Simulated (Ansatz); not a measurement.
## Al2O3: band structure with HSE06

The system is Al2O3.

```
Al O
1.0
     3.01748    0.00000    0.00000
    -1.50874    2.61322    0.00000
     0.00000    0.00000    7.57464
Al O
2 3
Direct
  0.00000 0.00000 0.72205
  0.00000 0.00000 0.27795
  0.00000 0.00000 0.50000
  0.66667 0.33333 0.80055
  0.33333 0.66667 0.19945
```

Measurements of this composition are mostly on another form, of space group No. 167.

```yaml
Program: Ansatz 0.2.0
Task: band structure
Functional: HSE06
Potentials_or_basis: Ansatz PAW
Cutoff: "420 eV (not typed: the program's choice for these potentials)"
k_mesh: 8 × 8 × 4
Occupations: fermi-dirac, width 0.05 eV
Spin: no spin polarisation
Path: "[[\"G\", \"M\", \"K\", \"G\", \"A\", \"L\", \"H\", \"A\"], [\"L\", \"M\"], [\"K\", \"H\"]]"
Points_for_each_segment_of_the_path: 4
```

```yaml
Pressure: -5.6 GPa
Largest_force: 0.431 eV/Å
Band_gap_on_the_k_mesh: 3.93 eV, direct
Band_gap_along_the_path: 3.93 eV, direct
```

Forces in eV/Å, atoms in the order of the input:
```
Al   0.000  0.000 -0.295
Al   0.000  0.000  0.295
O    0.000  0.000  0.000
O    0.000  0.000 -0.431
O    0.000  0.000  0.431
```

Stress tensor (GPa, compression positive):
```
-5.20  0.00  0.00
 0.00 -5.20  0.00
 0.00  0.00 -6.46
```

Levels at the corners of the path, in eV from the valence-band top:
```tsv
point	band 9	band 10	band 11	band 12	band 13	band 14	band 15	band 16
Γ	-3.83	-2.49	0.00	0.00	3.93	6.06	9.15	12.41
M	-3.72	-3.36	-1.87	-0.52	6.28	7.99	10.12	10.81
K	-3.76	-3.69	-1.49	-1.49	8.56	8.56	9.49	12.10
Γ	-3.83	-2.49	0.00	0.00	3.93	6.06	9.15	12.41
A	-3.83	-3.22	0.00	0.00	4.88	5.04	9.97	10.63
L	-3.61	-3.60	-1.80	-0.52	6.77	7.32	9.96	10.57
H	-3.69	-3.69	-1.57	-1.57	8.57	8.57	9.52	12.20
A	-3.83	-3.22	0.00	0.00	4.88	5.04	9.97	10.63
L	-3.61	-3.60	-1.80	-0.52	6.77	7.32	9.96	10.57
M	-3.72	-3.36	-1.87	-0.52	6.28	7.99	10.12	10.81
K	-3.76	-3.69	-1.49	-1.49	8.56	8.56	9.49	12.10
H	-3.69	-3.69	-1.57	-1.57	8.57	8.57	9.52	12.20
```

It took 93 s on 1 × NVIDIA H100 80GB HBM3 with 2 threads of AMD EPYC 7R13 Processor (Zen 3) (shared host), peak memory 2.7 GiB.

Caveat: the pressure holds a Pulay correction of +0.4 GPa for the finite cutoff; the PAW data sets come from PBE, with cores solved anew for the run's functional, which leaves a small shift of forces and pressure; the thresholds are loose for stress.
